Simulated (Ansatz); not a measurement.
Sensitivity of the gradients in Cs to the input

Cell: a Materials Project structure (computed, not necessarily an observed phase), atoms as given.

```
Cs
1.0
    -2.55385    2.55385    9.59607
     2.55385   -2.55385    9.59607
     2.55385    2.55385   -9.59607
Cs
2
Direct
  0.25000 0.75000 0.50000
  0.50000 0.50000 0.00000
```

Sites (sets of like atoms) are named by element and the number of their first atom in this list.

Reference run. Method: Kohn–Sham DFT in Ansatz, PBE, plane waves and PAW, scalar-relativistic, 420 eV cutoff, Γ-centred 8×8×8 k-points, Fermi–Dirac smearing 0.05 eV.

(1) The input is changed as follows: `kpoints.mp_grid.grid`: [8, 8, 8] → [6, 6, 6]. What happens to V_zz (10²¹ V/m²) and η?

Answers

(1) 

| site | atom | V_zz reference | η reference | V_zz changed | η changed |
| --- | --- | --- | --- | --- | --- |
| Cs | 1 | -0.52 | 0.00 | -0.60 | 0.00 |

The largest change of V_zz is on Cs, from -0.52 to -0.60. SCF iterations: 7 and 7. In the changed run the k-mesh is coarser than the standard one, so its values aren't converged ones.

On the reference run: The run finds no gap above 0.1 eV (a metal, or nearly one), so the gradients can move by 10 % or more with the k-mesh. Without spin–orbit coupling (the program notes it for Cs) the gradients can shift somewhat, as the gap is small.
